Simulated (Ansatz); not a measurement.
Trial structures of K₂Nb₂O: starts and ends

Method: DFT PBE, scalar-relativistic, plane waves, PAW in Ansatz. All cells share a 420 eV cutoff and Γ-centred k meshes spaced at most about 0.3 Å⁻¹ (about 0.25 or finer for metals, 2π included). Collinear spin in cells that started with moments and kept them past the coarse steps, no spin elsewhere.

Each guess was relaxed in cell and atoms at zero pressure, within the symmetry of its start. These are static total energies at zero pressure. Coordination counts K or Nb atoms around O (for each partner element, those within 1.25 times its shortest distance or 1.15 times the sum of covalent radii, where it is the nearest in units of that sum or under 1.3).

```csv
guess,made from,start group,V start (Å³/atom),end group,V end (Å³/atom),coordination at the end,gap on mesh (eV),largest moment (μB),E over the lowest end (meV/atom)
1,YAl2Ge2 type,P-3m1,25.7,P-3m1,24.4,O 6,0,-,186
2,random cell,P6/mmm,28.2,?,?,?,?,?,?
3,random cell,P-3m1,24.6,P-3m1,26.9,O 6,0,-,0
4,random cell,P6/mmm,27.1,P6/mmm,24.3,O 6,0,-,1285
5,random cell,P6mm,24.6,P6mm,26.7,O 6,0,0.4,1165
```

Guess 2 as it starts:

```xyz
5
Lattice="4.5219 0.0000 0.0000 -2.2610 3.9161 0.0000 0.0000 0.0000 7.9566" Properties=species:S:1:pos:R:3 pbc="T T T"
K     0.0000    0.0000    5.4598
K     0.0000    0.0000    2.4968
Nb    0.0000    2.6107    0.0000
Nb    2.2610    1.3054    0.0000
O     0.0000    0.0000    0.0000
```

**Question.** Fill in the missing row: what does this guess relax into, and where does it rank?

**Answer.** It ends in space group P6/mmm (No. 191), with a = 4.314 Å, c = 10.212 Å, 32.9 Å³/atom and no gap, without spin. It lies 0.55 eV/atom over the lowest end, above guess 1 and below guess 5. Counting K or Nb atoms around O, this end has O 8 and the lowest (guess 3) has O 6.

```cif
data_structure
_symmetry_space_group_name_H-M 'P 1'
_symmetry_Int_Tables_number 1
_cell_length_a 4.3142
_cell_length_b 4.3142
_cell_length_c 10.2121
_cell_angle_alpha 90.000
_cell_angle_beta 90.000
_cell_angle_gamma 120.000
_cell_volume 164.61
loop_
_atom_site_label
_atom_site_type_symbol
_atom_site_fract_x
_atom_site_fract_y
_atom_site_fract_z
_atom_site_occupancy
K1 K 0.00000 0.00000 0.72660 1
K2 K 0.00000 0.00000 0.27340 1
Nb1 Nb 0.33333 0.66667 0.00000 1
Nb2 Nb 0.66667 0.33333 0.00000 1
O1 O 0.00000 0.00000 0.00000 1
```

Energies over the elements count from the elements' standard structures at the same level (O₂ as a molecule), with no fitted energy shifts.

**Question.** Is the lowest end bound against the elements?

**Answer.** Yes: its formation energy is −0.09 eV/atom. A negative formation energy is needed for stability but isn't enough: competing phases decide.

A magnetic state wasn't ruled out in cells without spin, among them P-3m1 at 26.9 Å³/atom, P-3m1 at 24.4 Å³/atom, P6/mmm at 32.9 Å³/atom, P6/mmm at 24.3 Å³/atom. Another magnetic order may lie lower. Cells relaxed within their symmetry can be saddle points. A lower structure may well exist outside this small set. Some types were kept out of the candidates beforehand, so the set may lack a known form.

Guess 2 keeps its flat Nb honeycomb with O at the hexagon centres, and this geometry probably explains much of its 0.55 eV/atom penalty. Symmetry makes the Nb–O and nearest Nb–Nb distances equal, so the layer can't shorten one without the other. The relaxed compromise leaves Nb–O stretched well beyond a normal bond while Nb–Nb is squeezed below its separation in the bulk metal. The eightfold count around O therefore doesn't signify stronger bonding: six of those contacts are the long Nb ones, with K above and below.

With K as K⁺ and O as O²⁻, Nb is formally zero-valent, so partly filled 4d bands and metallic behaviour are expected. Only the lowest end is bound against the elements; the formation energy of −0.09 eV/atom is too small to offset the energy gaps to the others. Even that binding is weak for an oxide containing so electropositive a metal. Given the large heat of formation of K₂O, separation into K₂O and Nb metal is probably downhill, so the result doesn't support K₂Nb₂O as a stable compound.
